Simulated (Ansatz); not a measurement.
Reactions of `CC[CH](C)[AlH2]`.

Gas-phase electronic energies from Ansatz, PBE0-D4/def2-TZVP geometries. CBS: MP2 limit from def2 TZ/QZ plus the TZ coupled-cluster correction, frozen cores. This one scheme is used for every species. For Ge outer-core shells are correlated without core-valence functions, which leaves a few kJ/mol of doubt a bond. Scalar relativity is left out up to krypton. One conformer a species, not always the lowest.

```
                                                               reaction  MP2/CBS(def2) (kJ/mol)  CCSD(T)/CBS(def2) (kJ/mol)
`CC[CH](C)[AlH2]` + `N[SiH2][GeH3]` → `[AlH2][NH][SiH2][GeH3]` + `CCCC`                    -137                        -137
                     `CC[CH](C)[AlH2]` + HCl → `C[CH]([AlH2])CCl` + CH₄                       0                           2
         `CC[CH](C)[AlH2]` + `CC(C)(C)O` → `CCC(C)OC(C)(C)C` + `[AlH3]`                      51                          46
 `CC[CH](C)[AlH2]` + `O[Si](O)(O)O` → `CCO[Si](O)(O)O` + `C[CH2][AlH2]`                      45                          37
                    `CC[CH](C)[AlH2]` + `NCF` → `FC[NH][AlH2]` + `CCCC`                    -120                        -119
```

Largest T1 diagnostic: 0.012, for `[AlH2][NH][SiH2][GeH3]`.
